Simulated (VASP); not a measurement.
Write the native input for VASP 6.6.1 that does the following.

```
Task                   : single point
Functional             : PBE
Potentials or basis    : VASP PAW PBE potentials, release 64 (Fe_GW)
Cutoff                 : 550 eV
k mesh                 : 13 × 13 × 13
Occupations            : gaussian, width 0.05 eV
Spin                   : collinear spin, ferromagnetic start
Starting moments       : [3.0] μB
Further INCAR settings : ALGO = Fast; EDIFF = 1e-07; NBANDS = 14
```

The structure of Fe lies in POSCAR:

```
Fe
1.0
   -1.4430000000      1.4430000000      1.4430000000
    1.4430000000     -1.4430000000      1.4430000000
    1.4430000000      1.4430000000     -1.4430000000
Fe
1
Direct
    0.0000000000      0.0000000000      0.0000000000
```

These files were run (other wordings do the same):

INCAR

```
SYSTEM = Fe
PREC = Accurate
ENCUT = 550
EDIFF = 1E-7
ISMEAR = 0
SIGMA = 0.05
LREAL = .FALSE.
LASPH = .TRUE.
NELM = 120
ALGO = Fast
ISIF = 2
LWAVE = .FALSE.
LCHARG = .FALSE.
ISPIN = 2
MAGMOM = 3
LORBIT = 11
LMAXMIX = 4
GGA = PE
NBANDS = 14
```

KPOINTS

```
regular mesh
0
G
  13 13 13
  0 0 0
```

Potentials or basis: VASP PAW PBE potentials, release 64 (Fe_GW).

Command:

```console
$ cat potpaw_PBE.64/Fe_GW/POTCAR > POTCAR
$ mpirun -np 1 vasp_std > vasp.out
```

It gave:

* Pressure: -10.0 GPa
* Band gap on the k mesh: none (metal or under the smearing width)
* Net moment: 2.28 μB per cell
* Site moments: Fe +2.27 μB
* Valence electrons inside the program's atomic spheres: Fe 7.09

Run time: 35 s on 1 thread of Intel(R) Xeon(R) Platinum 8488C (Sapphire Rapids), on a shared host, peak memory 0.16 GiB.
